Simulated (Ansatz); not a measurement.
**KBr in Ansatz: the effect of exact exchange**

KBr:

```
Br K
1.0
     0.00000    3.30000    3.30000
     3.30000    0.00000    3.30000
     3.30000    3.30000    0.00000
Br K
1 1
Cartesian
  3.3000 3.3000 3.3000
  0.0000 0.0000 0.0000
```

Alike in all runs:

| Quantity | Value |
| --- | --- |
| Program | Ansatz 0.2.0 |
| Task | single point |
| Functional | HSE06 form with a typed share of exact exchange |
| Potentials or basis | Ansatz PAW |
| Cutoff | 420 eV (not typed: the program's choice for these potentials) |
| k mesh | 4 × 4 × 4 |
| Occupations | fermi-dirac, width 0.05 eV |
| Spin | no spin polarisation |

Task: One run gave: gap on the mesh 4.90 eV; pressure 0.6 GPa. Which exact exchange did it use?
A. 0.25
B. 0.1
C. 0.2
D. 0.3
E. 0.15

Result: B.

| exact exchange | gap on the mesh (eV) | pressure (GPa) |
| --- | --- | --- |
| 0.05 | 4.67 | 0.7 |
| 0.1 | 4.90 | 0.6 |
| 0.15 | 5.14 | 0.6 |
| 0.2 | 5.38 | 0.5 |
| 0.25 | 5.62 | 0.5 |
| 0.3 | 5.87 | 0.4 |

Caveats: the PAW data sets come from PBE, with cores solved anew for the run's functional, which leaves a small shift of forces and pressure; the thresholds are loose for stress.

